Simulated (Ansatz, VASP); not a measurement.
Pt in VASP and in Ansatz

```xyz
1
Lattice="0.0000 1.6889 1.6889 1.6889 0.0000 1.6889 1.6889 1.6889 0.0000" Properties=species:S:1:pos:R:3 pbc="T T T"
Pt    0.0000    0.0000    0.0000
```

Change from the starting cell: volume scaled by 0.64, PAW files.

Alike in both runs: task single point; functional PBEsol; k mesh 17 × 17 × 17; occupations fermi-dirac, width 0.1 eV; no spin polarisation.

|  | VASP | Ansatz |
| --- | --- | --- |
| version | VASP 6.6.1 | Ansatz 0.2.0 |
| potentials or method | VASP PAW PBE potentials, release 64 (Pt) | PAW with Ansatz's default frozen-core files, scalar-relativistic |
| plane-wave cutoff (eV) | 520 | 420 |
| valence electrons in the cell | 10 | 18 |

```csv
,VASP,Ansatz,Ansatz less VASP
pressure (GPa),407.7,401.9,-5.79
```

With one functional, cell and mesh, what is left measures potentials, basis and numerics. The two sets of potentials don't hold the same shells in valence.

Caveats: the cell as given lies far from equilibrium; so large a pressure means that the cell lies far from this level's equilibrium, or that cutoff or potentials fall short (VASP); the potentials were made for another functional, which shifts forces and pressure (VASP). The runs have no spin-orbit coupling, so splittings on Pt are missing.
